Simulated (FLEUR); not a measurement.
**Sm under changes of volume**

One of the cells (33.786 Å³/atom); the others are scaled copies at fixed shape and fractional positions:

```
Sm
1.0
     3.64400    0.00000    0.00000
    -1.82200    3.15580    0.00000
     0.00000    0.00000    5.87600
Sm
2
Cartesian
  1.8220 1.0519 4.4070
  0.0000 2.1039 1.4690
```

This isn't the form of Sm at room conditions, which is rhombohedral.

```yaml
Program: FLEUR MaX-R8.1 (later development tree)
Functional: LDA
Potentials_or_basis: all-electron
Basis: FLAPW
Kmax: 4.1 1/bohr
k_mesh: 8 × 8 × 5
Occupations: fermi-dirac, width 0.05 eV
Spin: collinear spin, ferromagnetic start
Starting_moments: "[5.0, 5.0] μB"
```

| volume (Å³/atom) | energy over the lowest point (meV/atom) | moment (μB per cell) |
| --- | --- | --- |
| 31.759 | 0.00 | 12.54 |
| 32.435 | 3.65 | 12.57 |
| 33.786 | 14.27 | 12.66 |
| 35.138 | 28.21 | 12.78 |
| 35.813 | ? | ? |

Task: What does the run at 35.813 Å³/atom give?

Result: Energy over the lowest point 36.29 meV/atom; moment 12.84 μB per cell.

Worked out: A Birch-Murnaghan fit of order 2 (a polynomial in V^(-2/3)) to the other rows has no minimum within the range. It gives 36.27 meV/atom at 35.813 Å³/atom, against the run's 36.29. A parabola through the other rows of the moment, of slope 0.114 μB per Å³/atom there, extrapolates to 12.85 μB, against the run's 12.84.

Energies are extrapolated to zero smearing.

Caveats: the magnetic or orbital state may not be the lowest.
